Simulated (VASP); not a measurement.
Here is a VASP 6.6.1 calculation.

Contents of POSCAR:

```
NaI
1.0
   -1.3592028286      2.7184056573      2.7184056573
    2.7184056573     -1.3592028286      2.7184056573
    2.7184056573      2.7184056573     -1.3592028286
Na I
1 1
Direct
    0.0000000000      0.0000000000      0.0000000000
    0.5000000000      0.5000000000      0.5000000000
```

File INCAR.step1:

```
PREC = Accurate
ENCUT = 520
ISMEAR = 0
SIGMA = 0.05
LREAL = F
LASPH = T
NELM = 100
NBANDS = 14
GGA = PE
ALGO = Normal
EDIFF = 1E-4
LWAVE = T
LCHARG = F
```

INCAR.step2

```
PREC = Accurate
ENCUT = 520
EDIFF = 1E-6
ISMEAR = 0
SIGMA = 0.05
LREAL = F
LASPH = T
NELM = 100
ALGO = Normal
ISIF = 2
LWAVE = F
LCHARG = F
METAGGA = R2SCAN
LMIXTAU = T
NBANDS = 14
ISTART = 1
```

KPOINTS

```
Automatic mesh
0
Gamma
  8 8 8
```

Potentials or basis: VASP PAW PBE potentials, release 64 (Na_pv, I).

Launch:

```sh
$ cat potpaw_PBE.64/Na_pv/POTCAR potpaw_PBE.64/I/POTCAR > POTCAR
$ cp INCAR.step1 INCAR
$ mpirun -np 1 vasp_std > vasp.out
$ cp INCAR.step2 INCAR
$ mpirun -np 1 vasp_std > vasp.out
```

Q: Estimate the band gap on the k mesh.

A: 3.02 eV, indirect (least direct gap 3.42 eV).

Q: What does it give for the pressure?

A: -0.6 GPa.

Caveat: the PAW data sets were made with another functional, which shifts forces and pressure a little; spin-orbit coupling is left out, which moves the levels of the heavy elements. r2SCAN opens gaps a little over a GGA but as a rule still falls short of measured ones.
